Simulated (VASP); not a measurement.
# Mo (C2/m) in VASP: notebook

The runs below take Mo through single point, with PBE.

All numbers are computed with VASP 6.6.1; they aren't measurements. Logs are shortened: lines on timing, memory, paths and dates and some standing lists are left out, and cuts for length are marked.

**1. Starting point**

Symmetry: C2/m, No. 12, monoclinic system. Conventional cell: a = 3.097 Å, b = 4.380 Å, c = 2.746 Å, α = 90.00°, β = 124.03°, γ = 90.00°. Around Mo (site symmetry 2/m) lie 8 Mo at 2.68 to 2.76 Å.

**2. Single point, PBE (band edges of the strained film's bulk)**

Contents of INCAR:

```
PREC = Accurate
ENCUT = 520
EDIFF = 1E-6
ISMEAR = 0
SIGMA = 0.1
LREAL = False
LASPH = True
NELM = 100
ALGO = Fast
ISIF = 2
LWAVE = False
LCHARG = False
GGA = PE
NBANDS = 21
```

Contents of KPOINTS:

```
Automatic mesh
0
Gamma
  11 8 15
```

Contents of POSCAR:

```
Mo
1.0
    3.0969248089      0.0000000000     -0.0081417698
    0.0000000000      4.3797282017      0.0000000000
   -1.5544824161      0.0000000000      2.2794115475
Mo
2
Direct
    0.0000000000      0.0000000000      0.0000000000
    0.5000000000      0.5000000000      0.0000000000
```

Potentials or basis: VASP PAW PBE potentials, release 64 (Mo_sv).

Launch:

```sh
cat potpaw_PBE.64/Mo_sv/POTCAR > POTCAR
mpirun -np 1 vasp_std > vasp.out
```

OUTCAR:

```text
PREC = Accurate
   ENCUT = 520
   EDIFF = 1E-6
   ISMEAR = 0
   LREAL = False
   LASPH = True
   NELM = 100
   ISIF = 2
   GGA = PE

 ion  position               nearest neighbor table
   1  0.000  0.000  0.000-   2 2.68   2 2.68   2 2.68   2 2.68   2 3.16   2 3.16   2 3.16   2 3.16

   2  0.500  0.500  0.000-   1 2.68   1 2.68   1 2.68   1 2.68   1 3.16   1 3.16   1 3.16   1 3.16

  LATTYP: Found a simple monoclinic cell.
 ALAT       =     2.7455044961
 B/A-ratio  =     1.5952362154
 C/A-ratio  =     1.0049188965
 COS(beta)  =    -0.3669314507

  Lattice vectors:

 A1 = (   1.5424423928,   0.0000000000,   2.2712697777)
 A2 = (   0.0000000000,  -4.3797282017,   0.0000000000)
 A3 = (   1.5544824161,   0.0000000000,  -2.2794115475)

Analysis of symmetry for initial positions (statically):
=====================================================================
 Subroutine PRICEL returns following result:

  LATTYP: Found a base centered monoclinic cell.
 ALAT       =     3.0969355112
 B/A-ratio  =     1.4142135624
 C/A-ratio  =     0.8865229793
 COS(beta)  =    -0.5596297331

  Lattice vectors:

 A1 = (  -1.5484624044,   2.1898641008,   0.0040708849)
 A2 = (  -1.5484624044,  -2.1898641008,   0.0040708849)
 A3 = (   1.5424423928,   0.0000000000,   2.2712697777)

   2 primitive cells build up your supercell.

 Routine SETGRP: Setting up the symmetry group for a
 simple monoclinic supercell.

 Subroutine GETGRP returns: Found  4 space group operations
 (whereof  4 operations were pure point group operations)
 out of a pool of  4 trial point group operations.

The static configuration has the point symmetry C_2h.

Analysis of symmetry for dynamics (positions and initial velocities):
=====================================================================
 Subroutine PRICEL returns following result:

  LATTYP: Found a base centered monoclinic cell.
 ALAT       =     3.0969355112
 B/A-ratio  =     1.4142135624
 C/A-ratio  =     0.8865229793
 COS(beta)  =    -0.5596297331

  Lattice vectors:

 A1 = (  -1.5484624044,   2.1898641008,   0.0040708849)
 A2 = (  -1.5484624044,  -2.1898641008,   0.0040708849)
 A3 = (   1.5424423928,   0.0000000000,   2.2712697777)

   2 primitive cells build up your supercell.

 Routine SETGRP: Setting up the symmetry group for a
 simple monoclinic supercell.

 Subroutine GETGRP returns: Found  4 space group operations
 (whereof  4 operations were pure point group operations)
 out of a pool of  4 trial point group operations.

The dynamic configuration has the point symmetry C_2h.

 Subroutine INISYM returns: Found  4 space group operations
 (whereof  4 operations are pure point group operations),
 and found     2 'primitive' translations

----------------------------------------------------------------------------------------

                                     Primitive cell

  volume of cell :      15.4309

  direct lattice vectors                    reciprocal lattice vectors
    -1.548462404  2.189864101  0.004070885    -0.322325492  0.228324671  0.218894518
    -1.548462404 -2.189864101  0.004070885    -0.322325492 -0.228324671  0.218894518
     1.542442393  0.000000000  2.271269778     0.001155433  0.000000000  0.439497686

  length of vectors
     2.682024827  2.682024827  2.745504496     0.451597927  0.451597927  0.439499205

  position of ions in fractional coordinates (direct lattice)
     0.000000000  0.000000000  0.000000000

  ion indices of the primitive-cell ions
   primitive index   ion index
                 1           1

----------------------------------------------------------------------------------------

 KPOINTS: Automatic mesh

Automatic generation of k-mesh.
 Grid dimensions read from file:
 generate k-points for:   11    8   15

 Generating k-lattice:

  Cartesian coordinates                     Fractional coordinates (reciprocal lattice)
     0.029407357  0.000000000  0.020054833     0.090909091  0.000000000  0.000000000
     0.000000000  0.028540584  0.000000000     0.000000000  0.125000000  0.000000000
     0.000077029  0.000000000  0.029299846     0.000000000  0.000000000  0.066666667

  Length of vectors
     0.035594789  0.028540584  0.029299947

  Shift w.r.t. Gamma in fractional coordinates (k-lattice)
     0.000000000  0.000000000  0.000000000

 Subroutine IBZKPT returns following result:
 ===========================================

 Found    415 irreducible k-points:

 Following reciprocal coordinates:
            Coordinates               Weight
  0.000000  0.000000  0.000000      1.000000
  0.090909  0.000000  0.000000      2.000000
  0.181818  0.000000 -0.000000      2.000000
  0.272727  0.000000  0.000000      2.000000
  0.363636  0.000000  0.000000      2.000000
  0.454545  0.000000  0.000000      2.000000
[... 16 lines left out ...]
  0.363636  0.375000  0.000000      4.000000
  0.454545  0.375000  0.000000      4.000000
 [... further k-points ...]
   k-points           NKPTS =    415   k-points in BZ     NKDIM =    415   number of bands    NBANDS=     21
   number of dos      NEDOS =    301   number of ions     NIONS =      2
   total plane-waves  NPLWV =  20736
   dimension x,y,z NGX =    24 NGY =   36 NGZ =   24
   dimension x,y,z NGXF=    48 NGYF=   72 NGZF=   48
   ions per type =               2
   NGX,Y,Z   is equivalent  to a cutoff of  12.88, 13.66, 14.46 a.u.
   NGXF,Y,Z  is equivalent  to a cutoff of  25.77, 27.33, 28.92 a.u.
 SYSTEM =  unknown system
   PREC   = accura    normal or accurate (medium, high low for compatibility)
   ISTART =      0    job   : 0-new  1-cont  2-samecut
   ICHARG =      2    charge: 1-file 2-atom 10-const
   ISPIN  =      1    spin polarized calculation?
   LNONCOLLINEAR =      F non collinear calculations
   LSORBIT =      F    spin-orbit coupling
   LASPH  =      T    aspherical Exc in radial PAW
   ENCUT  =  520.0 eV  38.22 Ry    6.18 a.u.   5.76  8.14  5.13*2*pi/ulx,y,z
   NELM   =    100;   NELMIN=  2; NELMDL= -5     # of ELM steps
   EDIFF  = 0.1E-05   stopping-criterion for ELM
   LREAL  =      F    real-space projection
   EDIFFG = 0.1E-04   stopping-criterion for IOM
   NSW    =      0    number of steps for IOM
   IBRION =     -1    ionic relax: 0-MD 1-quasi-New 2-CG
   NFREE  =      0    steps in history (QN), initial steepest desc. (CG)
   ISIF   =      2    stress and relaxation
   ISYM   =      2    0-nonsym 1-usesym 2-fastsym
   POTIM  = 0.5000    time-step for ionic-motion
   TEBEG  =    0.0;   TEEND  =   0.0 temperature during run
   PSTRESS=    0.0 pullay stress
   NELECT =      28.0000    total number of electrons
   NUPDOWN=      -1.0000    fix difference up-down
   EMIN   =  10.00;   EMAX   =-10.00  energy-range for DOS
   EFERMI =   0.00;   METHOD = LEGACY
   ISMEAR =     0;   SIGMA  =   0.10  broadening in eV -4-tet -1-fermi 0-gaus
   EFERMI_NEDOS =   21; number of points for ismear=-14 and -15
   IALGO  =     68    algorithm
   IMIX   =      4    mixing-type and parameters
     AMIX     =   0.40;   BMIX     =  1.00
     AMIX_MAG =   1.60;   BMIX_MAG =  1.00
  volume/ion in A,a.u.               =      15.43       104.13
  Fermi-wavevector in a.u.,A,eV,Ry     =   1.584846  2.994925 34.174259  2.511737
  Thomas-Fermi vector in A             =   2.684401
   LORBIT       =      0    0 simple, 1 ext, 2 COOP (PROOUT), +10 PAW based schemes
   GGA     = PE    functional components
   LHFCALC =     F    Hartree Fock is set to
   AEXX    =    0.0000 exact exchange contribution
   IVDW    =     0    specifies the selected vdW correction
   LEPSILON=     F    determine dielectric tensor
   LRPA    =     F    only Hartree local field effects (RPA)
 non-spin polarized calculation
 RMM-DIIS sequential band-by-band and
 Gauss-broadening in eV      SIGMA  =   0.10
  energy-cutoff  :      520.00
  volume of cell :       30.86
 maximum number of plane-waves:       856
   NGX = 11   NGY = 17   NGZ = 11

 number of electron      27.9999999 magnetization

 Free energy of the ion-electron system (eV)
  ---------------------------------------------------
  ext. energy  EPLUGINS =         0.00000000
  ---------------------------------------------------
  free energy    TOTEN  =       -21.83138845 eV

  energy without entropy =      -21.82549969  energy(sigma->0) =      -21.82844407

 E-fermi :  12.8074     XC(G=0): -13.4627

 val. band max:       12.8066529821   @ k =   0.0909   0.3750   0.2000
 cond. band min:      12.8159862207   @ k =  -0.1818   0.1250   0.4667
 fundamental gap:      0.0093332386
 Fermi energy:        12.8073632798

 k-point     1 :       0.0000    0.0000    0.0000
  band No.  band energies     occupation
      1     -48.4833      2.00000
      2     -48.1714      2.00000
      3     -23.2333      2.00000
      4     -22.2312      2.00000
      5     -21.7791      2.00000
      6     -21.7560      2.00000
[... 13 lines left out ...]
     20      17.8314      0.00000
     21      24.5732      0.00000

 k-point     2 :       0.0909    0.0000    0.0000
  band No.  band energies     occupation
      1     -48.4671      2.00000
      2     -48.1674      2.00000
      3     -23.1944      2.00000
      4     -22.2647      2.00000
      5     -21.8384      2.00000
      6     -21.8009      2.00000
[... 13 lines left out ...]
     20      18.5197      0.00000
     21      25.0008      0.00000

 k-point     3 :       0.1818    0.0000   -0.0000
  band No.  band energies     occupation
      1     -48.4218      2.00000
      2     -48.1581      2.00000
      3     -23.0822      2.00000
      4     -22.3817      2.00000
      5     -22.0625      2.00000
      6     -21.8882      2.00000
[... 13 lines left out ...]
     20      20.2001      0.00000
     21      24.0654      0.00000
[... 457 lines left out ...]
 k-point    23 :       0.3636    0.3750    0.0000
  band No.  band energies     occupation
      1     -48.2457      2.00000
      2     -48.1954      2.00000
      3     -23.0716      2.00000
      4     -22.9545      2.00000
      5     -22.2272      2.00000
      6     -22.1260      2.00000
[... 13 lines left out ...]
     20      18.5816      0.00000
     21      25.0251      0.00000

 k-point    24 :       0.4545    0.3750    0.0000
  band No.  band energies     occupation
      1     -48.2089      2.00000
      2     -48.1916      2.00000
      3     -23.1512      2.00000
      4     -23.1155      2.00000
      5     -22.2243      2.00000
      6     -22.1886      2.00000
[... 13 lines left out ...]
     20      18.2990      0.00000
     21      25.0933      0.00000

 [... further k-points ...]
[... 5 lines left out ...]
  --------------------------------------------------------------------------------------
  -------------------------------------------------------------------------------------
  Total        2.2983617      1.7223812      0.1044631      0.0000000      0.0000000     -0.0061320
  in kB      119.3184855     89.4166968      5.4231581      0.0000000      0.0000000     -0.3183395
  external PRESSURE =      71.3861135 kB  Pullay stress =       0.0000000 kB

 VOLUME and BASIS-vectors are now :
 -----------------------------------------------------------------------------
  energy-cutoff  :      520.00
  volume of cell :       30.86
      direct lattice vectors                 reciprocal lattice vectors
     3.096924809  0.000000000 -0.008141770     0.323480924  0.000000000  0.220603168
     0.000000000  4.379728202  0.000000000     0.000000000  0.228324671  0.000000000
    -1.554482416  0.000000000  2.279411548     0.001155433  0.000000000  0.439497686

 POSITION                                       TOTAL-FORCE (eV/Angst)
 -----------------------------------------------------------------------------------
      0.00000      0.00000      0.00000         0.000000     -0.000000     -0.000000
      1.54846      2.18986     -0.00407        -0.000000      0.000000      0.000000
 -----------------------------------------------------------------------------------
    total drift:                                0.000000     -0.000000     -0.000000

  FREE ENERGIE OF THE ION-ELECTRON SYSTEM (eV)
  ---------------------------------------------------
  free  energy   TOTEN  =       -21.8313884550 eV

  energy  without entropy=      -21.8254996920  energy(sigma->0) =      -21.82844407
```

Wall time 78 s (1 thread of Intel Xeon 6975P-C (Granite Rapids), shared host); peak memory 0.32 GiB.

Results:

| Item | Value |
| --- | --- |
| Free energy | -21.8314 eV |
| Pressure | 7.1 GPa |
| Band gap on the k mesh | none (metal or under the smearing width) |

(Part 1 of 2 ends here.)
